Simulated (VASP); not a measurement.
AlH3, 8 atoms in the cell. It takes space group R-3c (No. 167, trigonal). Conventional cell: a = 4.426 Å, b = 4.426 Å, c = 11.743 Å, α = 90.00°, β = 90.00°, γ = 120.00°. Around Al (site symmetry -3) lie 6 H at 1.71 Å. H (site symmetry 2) is surrounded by 2 Al at 1.71 Å. 

```yaml
Program: VASP 6.6.1
Task: single point
Functional: r2SCAN
Potentials_or_basis: VASP PAW PBE potentials, release 64 (Al, H)
Cutoff: 520 eV
k_mesh: 5 × 5 × 5
Occupations: fermi-dirac, width 0.0113 eV
Spin: no spin polarisation
Dipole_correction: no
Further_INCAR_settings: ALGO = Normal; EDIFF = 1e-07; NBANDS = 16
```

Potentials or basis: VASP PAW PBE potentials, release 64 (Al, H).

Command:

```sh
$ cat potpaw_PBE.64/Al/POTCAR potpaw_PBE.64/H/POTCAR > POTCAR
$ cp INCAR.step1 INCAR
$ mpirun -np 1 vasp_std > vasp.out
$ cp INCAR.step2 INCAR
$ mpirun -np 1 vasp_std > vasp.out
```

Hardware: 1 thread of Intel(R) Xeon(R) Platinum 8488C (Sapphire Rapids), on a shared host.

Problem. How long does it take, and how much memory?

Solution. It took 64 s on 1 thread of Intel(R) Xeon(R) Platinum 8488C (Sapphire Rapids), on a shared host, peak memory 0.21 GiB. Counts: scf iterations 13, k points 19.
